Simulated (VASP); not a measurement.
# Pt (Fm-3m) in VASP: a series of runs

Runs on Pt. Level: PBEsol. Tasks: relaxation of cell and atoms.

Program: VASP 6.6.1. These are calculated values, not measurements. Logs are shortened: lines on timing, memory, paths and dates and some standing lists are left out, and cuts for length are marked.

## 1. The structure

The structure is cubic, space group Fm-3m (No. 225). Conventional cell: a = 3.922 Å, b = 3.922 Å, c = 3.922 Å, α = 90.00°, β = 90.00°, γ = 90.00°. Pt (site symmetry m-3m) is surrounded by 12 Pt at 2.77 Å.

## 2. Relaxation of cell and atoms, PBEsol

Contents of INCAR:

```
SYSTEM = Pt
  PREC = Accurate
  ENCUT = 520
  EDIFF = 1E-7
  ISMEAR = 0
  SIGMA = 0.1
  LREAL = .False.
  LASPH = .True.
  NELM = 80
  ALGO = Fast
  ISIF = 3
  LWAVE = .False.
  LCHARG = .False.
  GGA = PS
  IBRION = 2
  NSW = 80
  EDIFFG = -0.002
  KPAR = 4
```

Contents of KPOINTS:

```
Automatic mesh
0
Gamma
  18 18 18
  0 0 0
```

Contents of POSCAR:

```
Pt
1.0
    0.0000000000      1.9609000000      1.9609000000
    1.9609000000      0.0000000000      1.9609000000
    1.9609000000      1.9609000000      0.0000000000
Pt
1
Direct
    0.0000000000      0.0000000000      0.0000000000
```

Potentials or basis: VASP PAW PBE potentials, release 64 (Pt).

On the command line:

```sh
cat potpaw_PBE.64/Pt/POTCAR > POTCAR
mpirun -np 4 vasp_std > vasp.out
```

OUTCAR:

```text
SYSTEM = Pt
   PREC = Accurate
   ENCUT = 520
   EDIFF = 1E-7
   ISMEAR = 0
   LREAL = .False.
   LASPH = .True.
   NELM = 80
   ISIF = 3
   GGA = PS
   IBRION = 2
   NSW = 80
   EDIFFG = -0.002

 ion  position               nearest neighbor table
   1  0.000  0.000  0.000-

  LATTYP: Found a face centered cubic cell.
 ALAT       =     3.9218000000

  Lattice vectors:

 A1 = (   0.0000000000,   1.9609000000,   1.9609000000)
 A2 = (   1.9609000000,   0.0000000000,   1.9609000000)
 A3 = (   1.9609000000,   1.9609000000,   0.0000000000)

Analysis of symmetry for initial positions (statically):
=====================================================================
 Subroutine PRICEL returns:
 Original cell was already a primitive cell.

 Routine SETGRP: Setting up the symmetry group for a
 face centered cubic supercell.

 Subroutine GETGRP returns: Found 48 space group operations
 (whereof 48 operations were pure point group operations)
 out of a pool of 48 trial point group operations.

The static configuration has the point symmetry O_h .

Analysis of symmetry for dynamics (positions and initial velocities):
=====================================================================
 Subroutine PRICEL returns:
 Original cell was already a primitive cell.

 Routine SETGRP: Setting up the symmetry group for a
 face centered cubic supercell.

 Subroutine GETGRP returns: Found 48 space group operations
 (whereof 48 operations were pure point group operations)
 out of a pool of 48 trial point group operations.

The dynamic configuration has the point symmetry O_h .

 Subroutine INISYM returns: Found 48 space group operations
 (whereof 48 operations are pure point group operations),
 and found     1 'primitive' translations

----------------------------------------------------------------------------------------

                                     Primitive cell

  volume of cell :      15.0798

  direct lattice vectors                    reciprocal lattice vectors
     0.000000000  1.960900000  1.960900000    -0.254984956  0.254984956  0.254984956
     1.960900000  0.000000000  1.960900000     0.254984956 -0.254984956  0.254984956
     1.960900000  1.960900000  0.000000000     0.254984956  0.254984956 -0.254984956

  length of vectors
     2.773131374  2.773131374  2.773131374     0.441646899  0.441646899  0.441646899

  position of ions in fractional coordinates (direct lattice)
     0.000000000  0.000000000  0.000000000

  ion indices of the primitive-cell ions
   primitive index   ion index
                 1           1

----------------------------------------------------------------------------------------

 KPOINTS: Automatic mesh

Automatic generation of k-mesh.
 Grid dimensions read from file:
 generate k-points for:   18   18   18

 Generating k-lattice:

  Cartesian coordinates                     Fractional coordinates (reciprocal lattice)
    -0.014165831  0.014165831  0.014165831     0.055555556  0.000000000  0.000000000
     0.014165831 -0.014165831  0.014165831     0.000000000  0.055555556  0.000000000
     0.014165831  0.014165831 -0.014165831     0.000000000  0.000000000  0.055555556

  Length of vectors
     0.024535939  0.024535939  0.024535939

  Shift w.r.t. Gamma in fractional coordinates (k-lattice)
     0.000000000  0.000000000  0.000000000

 Subroutine IBZKPT returns following result:
 ===========================================

 Found    195 irreducible k-points:

 Following reciprocal coordinates:
            Coordinates               Weight
  0.000000  0.000000  0.000000      1.000000
  0.055556  0.000000  0.000000      8.000000
  0.111111  0.000000  0.000000      8.000000
  0.166667  0.000000  0.000000      8.000000
  0.222222  0.000000  0.000000      8.000000
  0.277778  0.000000  0.000000      8.000000
[... 16 lines left out ...]
 -0.277778  0.055556  0.000000     24.000000
 -0.222222  0.055556  0.000000     24.000000
 [... further k-points ...]
   k-points           NKPTS =    195   k-points in BZ     NKDIM =    195   number of bands    NBANDS=      9
   number of dos      NEDOS =    301   number of ions     NIONS =      1
   total plane-waves  NPLWV =  13824
   dimension x,y,z NGX =    24 NGY =   24 NGZ =   24
   dimension x,y,z NGXF=    48 NGYF=   48 NGZF=   48
   ions per type =               1
   NGX,Y,Z   is equivalent  to a cutoff of  14.39, 14.39, 14.39 a.u.
   NGXF,Y,Z  is equivalent  to a cutoff of  28.78, 28.78, 28.78 a.u.
 SYSTEM =  Pt
   PREC   = accura    normal or accurate (medium, high low for compatibility)
   ISTART =      0    job   : 0-new  1-cont  2-samecut
   ICHARG =      2    charge: 1-file 2-atom 10-const
   ISPIN  =      1    spin polarized calculation?
   LNONCOLLINEAR =      F non collinear calculations
   LSORBIT =      F    spin-orbit coupling
   LASPH  =      T    aspherical Exc in radial PAW
   ENCUT  =  520.0 eV  38.22 Ry    6.18 a.u.   5.16  5.16  5.16*2*pi/ulx,y,z
   NELM   =     80;   NELMIN=  2; NELMDL= -5     # of ELM steps
   EDIFF  = 0.1E-06   stopping-criterion for ELM
   LREAL  =      F    real-space projection
   EDIFFG = -.2E-02   stopping-criterion for IOM
   NSW    =     80    number of steps for IOM
   IBRION =      2    ionic relax: 0-MD 1-quasi-New 2-CG
   NFREE  =      1    steps in history (QN), initial steepest desc. (CG)
   ISIF   =      3    stress and relaxation
   ISYM   =      2    0-nonsym 1-usesym 2-fastsym
   POTIM  = 0.5000    time-step for ionic-motion
   TEBEG  =    0.0;   TEEND  =   0.0 temperature during run
   PSTRESS=    0.0 pullay stress
   NELECT =      10.0000    total number of electrons
   NUPDOWN=      -1.0000    fix difference up-down
   EMIN   =  10.00;   EMAX   =-10.00  energy-range for DOS
   EFERMI =   0.00;   METHOD = LEGACY
   ISMEAR =     0;   SIGMA  =   0.10  broadening in eV -4-tet -1-fermi 0-gaus
   EFERMI_NEDOS =   21; number of points for ismear=-14 and -15
   IALGO  =     68    algorithm
   IMIX   =      4    mixing-type and parameters
     AMIX     =   0.40;   BMIX     =  1.00
     AMIX_MAG =   1.60;   BMIX_MAG =  1.00
  volume/ion in A,a.u.               =      15.08       101.76
  Fermi-wavevector in a.u.,A,eV,Ry     =   1.427609  2.697791 27.729605  2.038068
  Thomas-Fermi vector in A             =   2.547760
   LORBIT       =      0    0 simple, 1 ext, 2 COOP (PROOUT), +10 PAW based schemes
   GGA     = PS    functional components
   LHFCALC =     F    Hartree Fock is set to
   AEXX    =    0.0000 exact exchange contribution
   IVDW    =     0    specifies the selected vdW correction
   LEPSILON=     F    determine dielectric tensor
   LRPA    =     F    only Hartree local field effects (RPA)
 conjugate gradient relaxation of ions
 non-spin polarized calculation
 RMM-DIIS sequential band-by-band and
 Gauss-broadening in eV      SIGMA  =   0.10
  energy-cutoff  :      520.00
  volume of cell :       15.08
 maximum number of plane-waves:       419
 NGX is ok and might be reduce to    24
   NGX = 11   NGY = 11   NGZ = 11

--------------------------------------- Ionic step        1  -------------------------------------------

 number of electron      10.0000000 magnetization

 Free energy of the ion-electron system (eV)
  ---------------------------------------------------
  ext. energy  EPLUGINS =         0.00000000
  ---------------------------------------------------
  free energy    TOTEN  =        -6.96530379 eV

  energy without entropy =       -6.95461104  energy(sigma->0) =       -6.95995742

------------------------ aborting loop because EDIFF is reached ----------------------------------------

  FORCE on cell =-STRESS in cart. coord.  units (eV):
  Direction    XX          YY          ZZ          XY          YZ          ZX
  --------------------------------------------------------------------------------------
  -------------------------------------------------------------------------------------
  Total       -0.1138987     -0.1138987     -0.1138987     -0.0000000     -0.0000000     -0.0000000
  in kB      -12.1013239    -12.1013239    -12.1013239     -0.0000000     -0.0000000     -0.0000000
  external PRESSURE =     -12.1013239 kB  Pullay stress =       0.0000000 kB

 VOLUME and BASIS-vectors are now :
 -----------------------------------------------------------------------------
  energy-cutoff  :      520.00
  volume of cell :       15.08
      direct lattice vectors                 reciprocal lattice vectors
     0.000000000  1.960900000  1.960900000    -0.254984956  0.254984956  0.254984956
     1.960900000  0.000000000  1.960900000     0.254984956 -0.254984956  0.254984956
     1.960900000  1.960900000  0.000000000     0.254984956  0.254984956 -0.254984956
[... 42 lines left out ...]
  FREE ENERGIE OF THE ION-ELECTRON SYSTEM (eV)
  ---------------------------------------------------
  free  energy   TOTEN  =        -6.9635332666 eV

  energy  without entropy=       -6.9531320372  energy(sigma->0) =       -6.95833265

--------------------------------------- Ionic step        3  -------------------------------------------

 number of electron       9.9999999 magnetization

 number of electron      10.0000000 magnetization

 Free energy of the ion-electron system (eV)
  ---------------------------------------------------
  ext. energy  EPLUGINS =         0.00000000
  ---------------------------------------------------
  free energy    TOTEN  =        -6.96556347 eV

  energy without entropy =       -6.95494864  energy(sigma->0) =       -6.96025606

 E-fermi :  11.1849     XC(G=0): -13.6550

 val. band max:       11.1844247705   @ k =  -0.3333   0.3889   0.1111
 cond. band min:      11.1951208656   @ k =   0.3889   0.2222   0.0000
 fundamental gap:      0.0106960951
 Fermi energy:        11.1848608887

 k-point     1 :       0.0000    0.0000    0.0000
  band No.  band energies     occupation
      1       0.8361      2.00000
      2       7.3485      2.00000
      3       7.3485      2.00000
      4       7.3485      2.00000
      5       9.5428      2.00000
      6       9.5428      2.00000
      7      25.7951      0.00000
      8      30.7775      0.00000
      9      30.7775      0.00000

 k-point     2 :       0.0556    0.0000    0.0000
  band No.  band energies     occupation
      1       0.9612      2.00000
      2       7.2914      2.00000
      3       7.3988      2.00000
      4       7.3988      2.00000
      5       9.5140      2.00000
      6       9.5140      2.00000
      7      25.9919      0.00000
      8      30.1030      0.00000
      9      30.9707      0.00000
[... 253 lines left out ...]
 k-point    24 :      -0.2222    0.0556    0.0000
  band No.  band energies     occupation
      1       2.8941      2.00000
      2       6.8432      2.00000
      3       7.7460      2.00000
      4       7.8152      2.00000
      5       9.3404      2.00000
      6      10.0294      2.00000
      7      24.8495      0.00000
      8      27.7230      0.00000
      9      32.2576      0.00000

 [... further k-points ...]
[... 5 lines left out ...]
  --------------------------------------------------------------------------------------
  -------------------------------------------------------------------------------------
  Total       -0.0001400     -0.0001400     -0.0001400      0.0000000      0.0000000      0.0000000
  in kB       -0.0149435     -0.0149435     -0.0149435      0.0000000      0.0000000      0.0000000
  external PRESSURE =      -0.0149435 kB  Pullay stress =       0.0000000 kB

 VOLUME and BASIS-vectors are now :
 -----------------------------------------------------------------------------
  energy-cutoff  :      520.00
  volume of cell :       15.01
      direct lattice vectors                 reciprocal lattice vectors
    -0.000000000  1.958020098  1.958020098    -0.255359994  0.255359994  0.255359994
     1.958020098 -0.000000000  1.958020098     0.255359994 -0.255359994  0.255359994
     1.958020098  1.958020098 -0.000000000     0.255359994  0.255359994 -0.255359994

 POSITION                                       TOTAL-FORCE (eV/Angst)
 -----------------------------------------------------------------------------------
      0.00000      0.00000      0.00000        -0.000000      0.000000      0.000000
 -----------------------------------------------------------------------------------
    total drift:                               -0.000000      0.000000     -0.000000

  FREE ENERGIE OF THE ION-ELECTRON SYSTEM (eV)
  ---------------------------------------------------
  free  energy   TOTEN  =        -6.9655634740 eV

  energy  without entropy=       -6.9549486390  energy(sigma->0) =       -6.96025606

 reached required accuracy - stopping structural energy minimisation
```

It took 21 s on 4 MPI ranks of Intel Xeon Platinum 8259CL at 2.50GHz (Skylake/Cascade Lake), shared host; peak memory 0.16 GiB.

What came out:

| Quantity | Value |
| --- | --- |
| Free energy | -6.9656 eV |
| Relaxed volume | 15.01 Å³/atom |
| Relaxed cell | a = 2.769 Å, b = 2.769 Å, c = 2.769 Å, α = 60.00°, β = 60.00°, γ = 60.00° |
| Space group after relaxing (to 0.05 Å) | Fm-3m (No. 225) |
| Energy gained by relaxing | 0.3 meV/atom |
| Ionic steps | 3 |
| Pressure after relaxing | 0.0 GPa |
| Band gap on the k mesh | none (metal or under the smearing width) |

The path:
```csv
step,energy change (eV),largest force (eV/Å),pressure (GPa),volume (Å³)
1,0.0000,0.0000,-1.21,15.08
2,0.0018,0.0000,3.70,14.83
3,-0.0003,0.0000,0.00,15.01
```

Final structure:
```
Pt
1.0
     0.00000    1.95802    1.95802
     1.95802    0.00000    1.95802
     1.95802    1.95802    0.00000
Pt
1
Direct
  0.00000 0.00000 0.00000
```

Levels at points of the mesh, in eV from the Fermi level:
```
           k point  band 3  band 4  band 5  band 6  band 7  band 8
(0.00, 0.00, 0.00)   -3.84   -3.84   -1.64   -1.64   14.61   19.59
(0.50, 0.00, 0.00)   -3.90   -0.57    0.04    0.04    5.83   14.16
(0.50, 0.50, 0.00)    0.02    0.49    0.49    1.70    8.88   11.35
```

Caveat: the PAW data sets were made with another functional, which shifts forces and pressure a little. The run has no spin-orbit coupling, so splittings on Pt are missing.

## 3. Relaxation of cell and atoms, PBEsol

This run uses another cell than the first one, of 15.01 Å³/atom, 0.996 times its volume.

INCAR is that of step 2.

KPOINTS is that of step 2.

Contents of POSCAR:

```
Pt                                      
1.0
   -0.0000000000      1.9580200978      1.9580200978
    1.9580200978     -0.0000000000      1.9580200978
    1.9580200978      1.9580200978     -0.0000000000
  Pt            
     1
Direct
     0.0000000000000000    0.0000000000000000    0.0000000000000000
```

Potentials or basis: VASP PAW PBE potentials, release 64 (Pt).

On the command line:

```sh
cat potpaw_PBE.64/Pt/POTCAR > POTCAR
mpirun -np 4 vasp_std > vasp.out
```

Run time: 17 s. Hardware: 4 MPI ranks of Intel Xeon Platinum 8259CL at 2.50GHz (Skylake/Cascade Lake), shared host; peak memory 0.15 GiB.

Results (log left out):

| Item | Value |
| --- | --- |
| Free energy | -6.9655 eV |
| Energy gained by relaxing | 0.0 meV/atom |
| Ionic steps | 3 |
| Pressure after relaxing | 0.0 GPa |
| Band gap on the k mesh | none (metal or under the smearing width) |

Final structure:
```xyz
1
Lattice="0.0000 1.9581 1.9581 1.9581 0.0000 1.9581 1.9581 1.9581 0.0000" Properties=species:S:1:pos:R:3 pbc="T T T"
Pt    0.0000    0.0000    0.0000
```

Levels at points of the mesh, in eV from the Fermi level:
```
           k point  band 1  band 2  band 3  band 4  band 5  band 6  band 7  band 8  band 9
(0.00, 0.00, 0.00)  -10.35   -3.84   -3.84   -3.84   -1.64   -1.64   14.61   19.59   19.59
(0.50, 0.00, 0.00)   -7.42   -3.90   -3.90   -0.57    0.04    0.04    5.83   14.16   18.97
(0.50, 0.50, 0.00)   -7.16   -6.70    0.02    0.49    0.49    1.70    8.87   11.35   11.35
```

Caveat: the PAW data sets were made with another functional, which shifts forces and pressure a little. Spin-orbit coupling is left out, which matters for the levels of Pt.
